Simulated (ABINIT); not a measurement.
Wanted: the native input for an ABINIT 10.8.3 (patched build) run.

```
Task                : equation of state
Functional          : PBE
Potentials or basis : SG15 NC PBE v1.2
Cutoff              : 490 eV
k mesh              : 6 × 6 × 6
Occupations         : fermi-dirac, width 0.05 eV
Spin                : no spin polarisation
```

The system is PbSe (Clausthalite).

```xyz
2
Lattice="0.0000 3.0606 3.0606 3.0606 0.0000 3.0606 3.0606 3.0606 0.0000" Properties=species:S:1:pos:R:3 pbc="T T T"
Pb    0.0000    0.0000    0.0000
Se    3.0606    3.0606    3.0606
```

These files were run (other wordings do the same):

run.abi

```
# Datasets: one volume each
ndtset 7
getwfk -1
scalecart1 3*0.9795861087
scalecart2 3*0.9864848297
scalecart3 3*0.9932883884
scalecart4 3*1.0000000000
scalecart5 3*1.0066227096
scalecart6 3*1.0131594038
scalecart7 3*1.0196128224

# Pseudopotentials
pp_dirpath "./"
pseudos "Pb_ONCV_PBE-1.2.upf, Se_ONCV_PBE-1.2.upf"

# Structure
acell 4.3284127397 4.3284127397 4.3284127397 Angstrom
rprim
     0.0000000000     0.7071067812     0.7071067812
     0.7071067812     0.0000000000     0.7071067812
     0.7071067812     0.7071067812     0.0000000000
ntypat 2
znucl 82 34
natom 2
typat 1 2
xred
     0.0000000000     0.0000000000     0.0000000000
     0.5000000000     0.5000000000     0.5000000000

# Plane-wave basis
ecut 18.0

# k points
kptopt 1
ngkpt 6 6 6
nshiftk 1
shiftk 0.0 0.0 0.0

# Exchange and correlation
ixc 11

# Bands and occupations
nband 14
occopt 3
tsmear 0.05 eV

# SCF cycle
nstep 100
tolvrs 1.0e-10

# Output
iomode 3
prtwf 1
prtden 0
prteig 0
prtebands 0
```

Potentials or basis: SG15 NC PBE v1.2.

Run with:

```console
$ abinit run.abi > log 2>&1
```

Results of the run:

```json
{
 "Equilibrium volume": "30.01 Å³/atom",
 "Bulk modulus": "47 GPa",
 "Pressure derivative of the bulk modulus": "3.9"
}
```

Caveat: pressures at fixed basis lie under the slope of the energies.

Run time: 56 s on 1 thread of Arm Neoverse V1, on a shared host, peak memory 0.09 GiB.
